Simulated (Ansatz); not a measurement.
# MnSb

The computed numbers are results of PBE, scalar-relativistic (collinear spin) in the plane-wave PAW code Ansatz at 420 eV, 10×10×6 k-mesh, Gaussian smearing of 0.05 eV. The datasets are Ansatz's generated set soft_2.

```xyz
4
Lattice="4.0985 0.0000 0.0000 -2.0493 3.5494 0.0000 0.0000 0.0000 5.5935" Properties=species:S:1:pos:R:3 pbc="T T T"
Mn    0.0000    0.0000    0.0000
Mn    0.0000    0.0000    2.7968
Sb    0.0000    2.3663    1.3984
Sb    2.0493    1.1831    4.1952
```

The chain of runs began from a cell as deposited in COD, expanded in volume.

The geometry is fixed. Moments are started on Mn in several ways. Signs follow the order of those atoms. q is the propagation vector of an order in a doubled cell, in units of this cell's reciprocal vectors; doubled cells take an equivalent mesh or are counted from a ferromagnetic run in the same cell, unless said otherwise. Energies count from the first row, the state in which the cell was relaxed.

The starts:
- ferromagnetic
- no spin polarisation
- antiferromagnetic in the cell, signs +-
- antiparallel, q = (0, 0, 1/2), signs ++--
- antiparallel, q = (0, 1/2, 0), signs ++--
- antiparallel, q = (0, 1/2, 1/2), signs ++--
- small parallel moments

(1) Which start ends lowest, and how far above it lies the solution without spin polarisation?

Answer:

(1) Lowest, alike within 0.5 meV/atom: ferromagnetic; small parallel moments (which grew into the full parallel moments). Without spin polarisation the energy is 398 meV/atom higher.

```tsv
start	largest typed moment (μB)	ΔE (meV/atom)	gap on the mesh (eV)	P (GPa)	final spin moments (μB)
ferromagnetic	3.50	0.0	metal	0.0	Mn 3.26; Sb -0.11
no spin polarisation	0.00	397.8	metal	-13.3	none
antiferromagnetic in the cell, signs +-	3.50	56.2	metal	-0.4	Mn 3.17, -3.17
antiparallel, q = (0, 0, 1/2), signs ++--	3.50	16.8	metal	-2.0	Mn 3.09, -3.09; Sb -0.11, 0.11
antiparallel, q = (0, 1/2, 0), signs ++--	3.50	32.6	metal	-2.1	Mn 3.05, -3.05
antiparallel, q = (0, 1/2, 1/2), signs ++--	3.50	53.5	metal	-1.0	Mn 3.09, -3.09
small parallel moments	0.50	0.0	metal	0.0	Mn 3.26; Sb -0.11
```

The program noted a lower state or an instability beside: antiferromagnetic in the cell, signs +-; antiparallel, q = (0, 1/2, 0), signs ++--; antiparallel, q = (0, 1/2, 1/2), signs ++--. The lower rows of the table may be what it saw.

The atoms aren't at rest in: antiparallel, q = (0, 1/2, 1/2), signs ++-- (forces up to 0.25 eV/Å), so relaxing would lower that row.

Without spin polarisation the pressure is 13.3 GPa lower than in the lowest state, so the magnetic solution wants the larger cell.

Without a U such compounds often come out with 3d moments too small and a gap closed that the real crystal has.

Only orders that fit these small cells were tried, so the real crystal's order may be another.

No spin–orbit coupling, a notable omission for heavy elements. Site moments are of spin, integrated over atomic spheres.

The state of the open shells isn't shown to be the lowest.
